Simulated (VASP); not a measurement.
Wanted: the native input for a VASP 6.6.1 run.

| Item | Value |
| --- | --- |
| Task | single point |
| Functional | PBEsol |
| Potentials or basis | VASP PAW PBE potentials, release 64 (Al, N) |
| Cutoff | 520 eV |
| k mesh | 8 × 8 × 6 |
| Occupations | gaussian, width 0.01 eV |
| Spin | no spin polarisation |
| Dipole correction | no |
| Further INCAR settings | ALGO = Fast; EDIFF = 1e-06; NBANDS = 16 |

The structure of AlN lies in POSCAR:

```
AlN
1.0
    3.1100000000      0.0000000000      0.0000000000
   -1.5550000000      2.6933390058      0.0000000000
    0.0000000000      0.0000000000      4.9871206387
Al N
2 2
Direct
    0.3333333333      0.6666666667      0.0001725264
    0.6666666667      0.3333333333      0.5001725264
    0.3333333333      0.6666666667      0.3818274736
    0.6666666667      0.3333333333      0.8818274736
```

The cell was built by a generator and needn't be a form met in nature.

One way to write it, as run:

INCAR

```
PREC = Accurate ; ENCUT = 520
EDIFF = 1E-6 ; ISMEAR = 0
SIGMA = 0.01 ; LREAL = False
LASPH = True ; NELM = 100
ALGO = Fast ; ISIF = 2
LWAVE = False ; LCHARG = False
GGA = PS ; NBANDS = 16
```

KPOINTS

```
regular mesh
0
Gamma
  8 8 6
```

Potentials or basis: VASP PAW PBE potentials, release 64 (Al, N).

Launch:

```bash
$ cat potpaw_PBE.64/Al/POTCAR potpaw_PBE.64/N/POTCAR > POTCAR
$ mpirun -np 1 vasp_std > vasp.out
```

It gave:

```
Pressure               : 0.3 GPa
Band gap on the k mesh : 4.14 eV, direct
```

Caveat: the PAW data sets were made with another functional, which shifts forces and pressure a little.

Run time: 12 s on 1 thread of Intel(R) Xeon(R) 6975P-C (Granite Rapids) (shared host), peak memory 0.15 GiB.
